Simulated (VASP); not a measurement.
The system is Nb.

```xyz
1
Lattice="0.0000 2.0801 2.0801 2.0801 0.0000 2.0801 2.0801 2.0801 0.0000" Properties=species:S:1:pos:R:3 pbc="T T T"
Nb    0.0000    0.0000    0.0000
```

This isn't the form of Nb at room conditions, which is bcc.

- Program: VASP 6.6.1
- Task: relaxation of cell and atoms
- Functional: r2SCAN
- Dispersion: rVV10
- Potentials or basis: VASP PAW PBE potentials, release 64 (Nb_sv)
- Cutoff: 600 eV
- k mesh: 18 × 18 × 18
- Occupations: gaussian, width 0.1 eV
- Spin: no spin polarisation

At the start: pressure 5.4 GPa; volume 18.00 Å³/atom.

Problem. Where does the relaxation end?

Solution. Over 4 steps the energy falls by 9.1 meV/atom and the volume is 18.55 Å³/atom (+3.0 %); space group Fm-3m (No. 225, to 0.05 Å).

The path:
| step | energy change (eV) | largest force (eV/Å) | pressure (GPa) | volume (Å³) |
| --- | --- | --- | --- | --- |
| 1 | 0.0000 | 0.0000 | 5.44 | 18.00 |
| 2 | 0.0227 | 0.0000 | -8.91 | 19.64 |
| 3 | -0.0091 | 0.0000 | -0.09 | 18.56 |
| 4 | -0.0091 | 0.0000 | 0.02 | 18.55 |

Final structure:
```
Nb
1.0
     0.00000    2.10092    2.10092
     2.10092    0.00000    2.10092
     2.10092    2.10092    0.00000
Nb
1
Direct
  0.00000 0.00000 0.00000
```

Caveat: the PAW data sets were made with another functional, which shifts forces and pressure a little.
